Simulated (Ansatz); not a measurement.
Crystal: Co.

```
Co
1.0
     2.48736    0.00000    0.00000
    -1.24368    2.15412    0.00000
     0.00000    0.00000    4.06329
Co
2
Direct
  0.33333 0.66667 0.74014
  0.66667 0.33333 0.25986
```

Base run:

```yaml
Program: Ansatz 0.2.0
Functional: PBE
Potentials_or_basis: Ansatz PAW
Cutoff: "420 eV (not typed: the program's choice for these potentials)"
k_mesh: 12 × 12 × 7
Occupations: fermi-dirac, width 0.05 eV
Spin: no spin polarisation
```

Its results: band gap on the k mesh none (metal or under the smearing width); pressure -10.9 GPa; largest force 0.603 eV/Å.

Q: The run is repeated on the same cell with these changes: spin from no spin polarisation to collinear spin, antiferromagnetic start. What comes out?

A: Band gap on the k mesh none (metal or under the smearing width); pressure 0.8 GPa; net moment -3.27 μB per cell; site moments Co -1.71 μB; largest force 0.493 eV/Å.

Caveats: the starting moments weren't kept (some runs).
